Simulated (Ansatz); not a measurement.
Ansatz input file:

```yaml
crystal:
  lattice:
    - [-1.6676820075, 1.7302234635, 2.6288934885]
    - [1.7302234635, -1.6676820075, 2.6288934885]
    - [1.6281990855, 1.6281990855, -2.5877844165]
  atoms:
    - { symbol: In, position: [0.0, 0.0, 0.0] }
basis:
  ecutwfc: 420
kpoints:
  mp_grid: { grid: [12, 12, 16] }
hamiltonian:
  xc: pbe
scf:
  occupations: { method: gaussian, width: 0.1 }
output:
  forces: true
  stress: true
  eigenvalues: true
```

Command:
```bash
ansatz run input.yaml --threads 1 --pin off --max-ram 1331MiB --backend cpu --events-out ev --progress --plain --runs-dir out
```

These are results of Ansatz 0.2.0, DFT PBE, scalar-relativistic, plane waves, PAW, not measurements.

From the run's log, abridged (iterations and final results):

```
SCF iter   1: F=—  HF=-5597.832277 eV  |F-HF|=—  |Δ(HF+E_count)|=         —  Δρ=1.03e-3  dr2=1.44e-4  ethr=1.77e-3  ⟨swp⟩=5.0  Hψ=40833  notcnv=0
SCF iter   2: F=—  HF=-5597.831852 eV  |F-HF|=—  |Δ(HF+E_count)|=   4.25e-4  Δρ=4.53e-4  dr2=4.96e-5  ethr=1.11e-6  ⟨swp⟩=2.0  Hψ=15497  notcnv=0
SCF iter   3: F=—  HF=-5597.831893 eV  |F-HF|=—  |Δ(HF+E_count)|=   4.15e-5  Δρ=4.67e-4  dr2=4.28e-5  ethr=3.81e-7  ⟨swp⟩=2.0  Hψ=10789  notcnv=0
SCF iter   4: F=—  HF=-5597.831875 eV  |F-HF|=—  |Δ(HF+E_count)|=   1.82e-5  Δρ=1.43e-4  dr2=3.92e-6  ethr=3.29e-7  ⟨swp⟩=2.6  Hψ=11323  notcnv=0
SCF iter   5: F=-5597.831873 eV  HF=-5597.831873 eV  |F-HF|=1.04e-8  |Δ(HF+E_count)|=   2.45e-6  Δρ=9.68e-6  dr2=1.55e-8  ethr=3.02e-8  ⟨swp⟩=2.0  Hψ=10000  notcnv=0
SCF iter   6: F=-5597.831873 eV  HF=-5597.831873 eV  |F-HF|=1.78e-10  |Δ(HF+E_count)|=   3.47e-9  Δρ=1.13e-6  dr2=2.23e-10  ethr=1.19e-10  ⟨swp⟩=3.9  Hψ=26958  notcnv=0
SCF 1 converged in 6 iterations: F = -5597.831873 eV  dr2 = 2.23e-10
SCF converged after 6 iterations
Free energy (F): -5597.831873 eV
Harris-Foulkes:  -5597.831873 eV  (|F-HF|=1.78e-10)
Internal energy: -5597.829996 eV  (E = F + TS)
E sigma→0 (E₀):  -5597.830934 eV
Entropy (-TS):   -0.001877 eV (-1.877 meV/atom)
Fermi energy:    8.565531 eV
--- Per-component energies (eV) ---
  E_band       = -43.383704
  E_kinetic    = 240.065491
  E_local      = -1151.027810  (includes V_loc(G=0)·N_el)
  E_nonlocal   = 365.974704
  E_hartree    = 449.643622
  E_xc         = -215.460266
  E_vxc        = -99.207314  (∫ρ·V_xc dr)
  E_paw        = -4151.836803  (= ΣΔE_a)
  E_vpaw       = -298.476613  (= ΣTr[D̂ρ^β])
  E_aug_tail   = 0.000026  (compensation charges beyond the density's cutoff)
  E_ewald      = -1135.188959
  E_smearing   = -0.001877  (= −TS)
--- Forces (eV/Å), atoms counted from 1 ---
  atom   1  In     0.00000000     0.00000000     0.00000000
--- Stress (GPa, compression-positive) ---
       -2.192514       0.154122      -0.117306
        0.154122      -2.192514      -0.117306
       -0.117306      -0.117306      -2.185416
  P = ⅓ Tr σ = -2.1901 GPa (-21.901 kbar)
--- Band table (eV; the first three rows and the last of 632) ---
  k-point 0: bands = ["-6.0002", "-5.9068", "-5.8785", "-5.8591", "-5.7561", "-0.1254", "17.7254", "18.0153", "18.4792", "20.0394", "21.2350"]
  k-point 1: bands = ["-5.9870", "-5.8993", "-5.8850", "-5.8548", "-5.7621", "-0.0125", "17.2136", "17.3260", "17.9074", "19.3405", "22.0635"]
  k-point 2: bands = ["-5.9498", "-5.9030", "-5.8780", "-5.8448", "-5.7782", "0.3275", "16.0756", "16.1643", "16.7936", "18.3049", "22.3554"]
  k-point 631: bands = ["-6.1074", "-6.0027", "-5.6967", "-5.6850", "-5.6689", "5.2770", "6.2381", "13.2078", "13.3274", "16.3953", "16.5132"]
```

The run converged.